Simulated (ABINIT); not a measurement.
**A GW run on AlAs (F-43m) in ABINIT, with inputs changed**

A base run on AlAs (F-43m), then changed inputs.

Main program and level: ABINIT 10.8.3; PBE and many-body steps on it, plane waves.

Report form: the programs' logs are mostly left out.

## (1) Set-up

The structure is cubic, space group F-43m (No. 216). The conventional cell has a = 5.661 Å, b = 5.661 Å, c = 5.661 Å, α = 90.00°, β = 90.00°, γ = 90.00°. Nearest to Al lie 4 As at 2.45 Å. As has 4 Al at 2.45 Å nearest. Farther neighbours are not listed.

The cell and positions come from the Crystallography Open Database and are kept as given unless a step says otherwise.

## (2) Screening, 4×4×4 mesh, 148 bands, screening to 190.5 eV

This step: ABINIT 10.8.3; RPA screening on PBE, plane waves, norm-conserving pseudopotentials.

The RPA dielectric matrix is built and inverted for each q.

File run.abi:

```
acell 3*1.0 Angstrom
rprim 
  0.000000000000 2.830400000000 2.830400000000
  2.830400000000 0.000000000000 2.830400000000
  2.830400000000 2.830400000000 -0.000000000000
ntypat 2
znucl 13 33
natom 2
typat 1 2
xred 
  0.000000000000 0.000000000000 0.000000000000
  0.250000000000 0.250000000000 0.250000000000
pp_dirpath "pseudos"
pseudos "Al.upf, As.upf"
ecut 44
ngkpt 4 4 4
nshiftk 1
shiftk 0 0 0
kptopt 1
chksymbreak 0
istwfk *1
occopt 1
irdwfk 1
optdriver 3
nband 148
ecuteps 7
inclvkb 2
awtr 1
symchi 1
indata_prefix "in"
outdata_prefix "out"
tmpdata_prefix "tmp"
```

Launch:

```console
$ OMP_NUM_THREADS=1 mpirun -n 8 abinit run.abi > log
```

Elapsed: 83 s, on 8 MPI ranks of Arm Neoverse N1, shared host; peak memory 1.8 GiB.

This step gave:

| Item | Value |
| --- | --- |
| ε∞ with local fields, on this mesh, along the program's q direction | 14.22 |
| the same without local fields | 15.96 |
| plasma frequency | 28.12 eV |
| plane waves in the screening matrix | 283 |

Local fields lower ε∞ by 11 %. On a Γ-centred mesh this coarse the value itself is usually too large, while a short band sum pulls it down.

## (3) Base

The self-energy is evaluated for the states that the input lists, and the levels follow from it, in one-shot runs by the linearised quasiparticle equation.

This step: G0W0 on PBE, plane waves, norm-conserving pseudopotentials.

run.abi, as its differences from that of step 2:

```diff
@@ -23,8 +23,17 @@
 irdwfk 1
-optdriver 3
+optdriver 4
 nband 148
+gwcalctyp 0
+ecutsigx 44
+symsigma 1
+nkptgw 2
+kptgw 
+  0.0000000000 0.0000000000 0.0000000000
+  0.5000000000 0.5000000000 0.0000000000
+bdgw 
+  11 17
+  12 15
 ecuteps 7
-inclvkb 2
-awtr 1
-symchi 1
+irdscr 1
+ppmodel 1
 indata_prefix "in"
```

Wall time 20 s (8 MPI ranks); peak memory 1.7 GiB.

This step gave:

```
G0W0 gap on the points computed              : 1.946 eV
starting gap on the mesh                     : 1.436 eV
k of the valence top                         : 0, 0, 0
k of the conduction bottom                   : 0.5, 0.5, 0
Z at the valence top                         : 0.786
Z at the conduction bottom                   : 0.803
least direct G0W0 gap on the computed points : 2.788 eV
```

The gap on the mesh goes from 1.44 eV to 1.95 eV, a correction of +0.51 eV.

## (4) Coulomb singularity

run.abi, as its differences from that of step 3:

```diff
@@ -38,2 +38,3 @@
 ppmodel 1
+gw_icutcoul 7
 indata_prefix "in"
```

The job ended after 20 s (8 MPI ranks; peak memory 1.7 GiB; 2.7 min of CPU time).

This step gave:

```yaml
g0w0_gap_on_the_points_computed: 1.948 eV
starting_gap_on_the_mesh: 1.436 eV
k_of_the_valence_top: 0, 0, 0
k_of_the_conduction_bottom: 0.5, 0.5, 0
z_at_the_valence_top: 0.785
z_at_the_conduction_bottom: 0.802
least_direct_g0w0_gap_on_the_computed_points: 2.791 eV
```

Against G0W0 in ABINIT (4×4×4 mesh, 148 bands, screening to 190.5 eV, Godby-Needs plasmon pole), the gap moves by +0.002 eV.

## (5) The runs together

Times are wall times on 8 MPI ranks of Arm Neoverse N1, shared host, good to a factor of about two. A run's time includes the screening step that it read.

```
                run   mesh  bands  screening cutoff (eV)  DFT gap (eV)  gap on the mesh (eV)  direct (eV)  ε∞ used     time
               base  4×4×4    148                  190.5         1.436                 1.946        2.788    14.22  1.7 min
Coulomb singularity  4×4×4    148                  190.5         1.436                 1.948        2.791    14.22  1.7 min
```

## (6) Summary of results

```json
{"base": "1.946 eV", "Coulomb singularity": "1.948 eV", "known limits": "not at the basis limit; no spin-orbit coupling; coarse k mesh"}
```

**Reading.** Coulomb singularity: +0.002 eV against base (keys changed: gw_icutcoul). Bands and cutoff are finite, so the gap is not at the basis limit. The miss can reach some tenths of an eV and take either sign; the mesh is an error of its own. In the G0W0 runs levels were corrected at 2 k points alone, so a gap called «on the mesh» is the least over those, and an edge elsewhere would be missed. The 4×4×4 mesh is coarse for this cell, which bears on the long-range parts of exchange and screening. The many-body steps are scalar-relativistic: spin-orbit coupling is not in them.

[Paths, hosts, dates, memory and timing lines, banners, echoed tables and standing remarks are left out of the program output.]

[Logs are printed without paths, hosts, clocks, repeated set-up lines and the standing remarks that a program may print on its own settings, such as how far it seeks lower states.]

[Runs of the session that timed out or met a known fault of the program may be left out.]

[Hosts, paths, dates, database ids (printed as entryN), source tags and the programs' standing remarks are cut or masked in the printed files.]

[G0W0 gaps are taken among the corrected bands and points alone; a level outside them can change the order at an edge.]

[Where Ansatz stands beside ABINIT at settings called matched, ABINIT's density can come from a denser mesh and the files from another edition; pairs whose starting gaps differed by over 0.03 eV were left out, so agreement reads better than it is.]
